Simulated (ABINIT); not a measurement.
Planning a run of ABINIT 10.8.3 on GaN (F-43m). The input:

```
acell 3*1.0 Angstrom
rprim 
  0.000000000000 2.253500607500 2.253500607500
  2.253500607500 0.000000000000 2.253500607500
  2.253500607500 2.253500607500 0.000000000000
ntypat 2
znucl 31 7
natom 2
typat 1 2
xred 
  0.000000000000 0.000000000000 0.000000000000
  0.750000000000 0.750000000000 0.750000000000
pp_dirpath "pseudos"
pseudos "Ga.upf, N.upf"
ecut 45
ngkpt 6 6 6
nshiftk 1
shiftk 0 0 0
kptopt 1
chksymbreak 0
istwfk *1
occopt 1
irdwfk 1
optdriver 3
nband 118
ecuteps 8
inclvkb 2
awtr 1
symchi 1
gwcalctyp 27
nfreqre 1
nfreqim 0
irdqps 1
nqptdm 15
qptdm 
  0.1666666667 0.0000000000 0.0000000000
  0.3333333333 0.0000000000 0.0000000000
  0.5000000000 0.0000000000 0.0000000000
  0.1666666667 0.1666666667 0.0000000000
  0.3333333333 0.1666666667 0.0000000000
  0.5000000000 0.1666666667 0.0000000000
  -0.3333333333 0.1666666667 0.0000000000
  -0.1666666667 0.1666666667 0.0000000000
  0.3333333333 0.3333333333 0.0000000000
  0.5000000000 0.3333333333 0.0000000000
  -0.3333333333 0.3333333333 0.0000000000
  0.5000000000 0.5000000000 0.0000000000
  0.5000000000 0.3333333333 0.1666666667
  -0.3333333333 0.3333333333 0.1666666667
  -0.3333333333 0.5000000000 0.1666666667
indata_prefix "in"
outdata_prefix "out"
tmpdata_prefix "tmp"
```

```sh
OMP_NUM_THREADS=1 mpirun -n 8 abinit run.abi > log; mrgscr < mrgscr.stdin
```

Estimate wall time and host memory on 8 MPI ranks of Intel Xeon 6975P-C (Granite Rapids), shared host.

It took 33 s; on shared hardware allow 16 s to 65 s. Peak host memory was 1.6 GiB.

[Paths, hosts, dates, memory and timing lines, banners, echoed tables and standing remarks are left out of the program output.]

[Logs are printed without paths, hosts, clocks, repeated set-up lines and the standing remarks that a program may print on its own settings, such as how far it seeks lower states.]

[Runs of the session that timed out or met a known fault of the program may be left out.]

[Hosts, paths, dates, database ids (printed as entryN), source tags and the programs' standing remarks are cut or masked in the printed files.]

[G0W0 gaps are taken among the corrected bands and points alone; a level outside them can change the order at an edge.]

[Where Ansatz stands beside ABINIT at settings called matched, ABINIT's density can come from a denser mesh and the files from another edition; pairs whose starting gaps differed by over 0.03 eV were left out, so agreement reads better than it is.]
